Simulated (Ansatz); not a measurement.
SnSe: stable or not

It was reached by relaxing an invented guess, and it needn't be the stable form of this composition.

Level of theory: DFT PBE, scalar-relativistic, plane waves, PAW (Ansatz 0.2.0). The final run on the 2-atom cell used 420 eV, a Γ-centred 10×10×10 mesh, 0.01 eV smearing and no spin polarisation.

```
CELL_PARAMETERS angstrom
0.00000 3.39084 3.39084
3.39084 0.00000 3.39084
3.39084 3.39084 0.00000
ATOMIC_POSITIONS crystal
Sn 0.00000 0.00000 0.00000
Se 0.75000 0.75000 0.75000
```

Energies over the elements count from the elements' standard structures at the same level, with no fitted energy shifts. The references include grey tin.

Question: These tests were run: energy against the elements; phonons at Γ; elastic tensor. What do they show?

Answer:

```json
{"test": "energy against the elements", "result": "−0.202 eV/atom"}
{"test": "phonons at Γ", "result": "lowest optical mode 111 cm⁻¹"}
{"test": "elastic tensor", "result": "least eigenvalue -11 GPa"}
```

It fails one test: elastic tensor. So it isn't even a local minimum.

The reference form of Se is held partly by dispersion forces, which this level lacks. The run for the phonons used a 10×10×10 k mesh. The run for the elastic tensor used a 10×10×10 k mesh.
